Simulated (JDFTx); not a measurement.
**PbS under changes of volume**

One of the cells (26.686 Å³/atom); the others are scaled copies at fixed shape and fractional positions:

```
Pb S
1.0
     2.11266    1.21975    3.45192
    -2.11266    1.21975    3.45192
     0.00000   -2.43949    3.45192
Pb S
1 1
Direct
  0.98057 0.98057 0.98057
  0.47504 0.47504 0.47504
```

The cell is a database's computed one.

- Program: JDFTx 1.7.0 (patched build)
- Functional: PBEsol
- Potentials or basis: PseudoDojo-SR-PBEsol-0.4.1-standard with smoothed tails
- Cutoff: 762 eV
- Density cutoff: 6095 eV
- k mesh: 8 × 8 × 8
- Occupations: fermi-dirac, width 0.05 eV
- Spin: no spin polarisation

| volume (Å³/atom) | energy over the lowest point (meV/atom) | pressure (GPa) | gap on the mesh (eV) | largest force (eV/Å) |
| --- | --- | --- | --- | --- |
| 25.085 | 3.19 | 1.6 | 0.15 | 0.046 |
| 25.618 | 0.00 | 0.3 | 0.22 | 0.033 |
| 26.152 | ? | ? | ? | ? |
| 26.686 | 5.85 | -2.0 | 0.36 | 0.011 |
| 27.220 | 14.09 | -3.0 | 0.42 | 0.001 |
| 27.753 | 25.39 | -3.8 | 0.48 | 0.009 |
| 28.287 | 39.43 | -4.6 | 0.54 | 0.018 |

Question: What does the run at 26.152 Å³/atom give?

Answer: Energy over the lowest point 1.02 meV/atom; pressure -0.9 GPa; gap on the mesh 0.29 eV; largest force 0.022 eV/Å.

Worked out: A Birch-Murnaghan fit of order 3 (a polynomial in V^(-2/3)) to the other rows has its minimum at 25.75 Å³/atom with B0 = V·E''(V) = 60 GPa and B' = 4.2 at fixed shape and positions, which overstates the stiffness. It gives 1.02 meV/atom at 26.152 Å³/atom, against the run's 1.02, and -dE/dV = -0.9 GPa, against -0.9. A straight line through the other rows of the gap, of slope 3.25 eV per unit of ln V (its deformation potential), gives 0.29 eV, against the run's 0.29.

Energies are extrapolated to zero smearing.

Caveats: spin-orbit coupling is left out, which as a rule narrows the gap of such compounds by several tenths of an eV.

A mesh can miss the band edges.
